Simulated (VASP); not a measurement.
Here is a VASP 6.6.1 calculation.

File INCAR:

```
PREC = Accurate
ENCUT = 600
EDIFF = 1E-7
ISMEAR = 0
SIGMA = 0.03
LREAL = False
LASPH = True
NELM = 80
ALGO = Normal
ISIF = 3
LWAVE = False
LCHARG = False
GGA = CA
IBRION = 2
NSW = 90
EDIFFG = -0.005
KPAR = 2
```

KPOINTS

```
regular mesh
0
Gamma
  6 6 10
```

The input POSCAR:

```
MgF2                                    
1.0
    4.5243425773      0.0000000000      0.0000000000
    0.0000000000      4.5243425773      0.0000000000
    0.0000000000      0.0000000000      2.9977063033
  Mg              F             
     2     4
Direct
     1.0000000000000000    0.0000000000000000    0.0000000000000000
     0.5000000000000000    0.5000000000000000    0.5000000000000000
     0.3024886139547717    0.3024886139547717    0.0000000000000000
     0.1975113860452283    0.8024886139547716    0.5000000000000000
     0.6975113860452284    0.6975113860452284    0.0000000000000000
     0.8024886139547716    0.1975113860452283    0.5000000000000000
```

Potentials or basis: VASP PAW LDA potentials, release 64 (Mg, F).

The run is started by

```console
$ cat potpaw_LDA.64/Mg/POTCAR potpaw_LDA.64/F/POTCAR > POTCAR
$ mpirun -np 2 vasp_std > vasp.out
```

Task: Estimate the band gap on the k mesh.

Result: 7.18 eV, direct.

Task: Estimate the relaxed cell.

Result: a = 4.525 Å, b = 4.525 Å, c = 2.999 Å, α = 90.00°, β = 90.00°, γ = 90.00°.

Task: What does it give for the relaxed volume?

Result: 10.24 Å³/atom.

Final structure:
```xyz
6
Lattice="4.5252 0.0000 0.0000 0.0000 4.5252 0.0000 0.0000 0.0000 2.9995" Properties=species:S:1:pos:R:3 pbc="T T T"
Mg    0.0000    4.5252    2.9995
Mg    2.2626    2.2626    1.4997
F     1.3691    1.3691    0.0000
F     0.8935    3.6316    1.4997
F     3.1561    3.1561    2.9995
F     3.6316    0.8935    1.4997
```

A k mesh can miss the band edges. As with any semilocal functional, this LDA gap is likely too small.
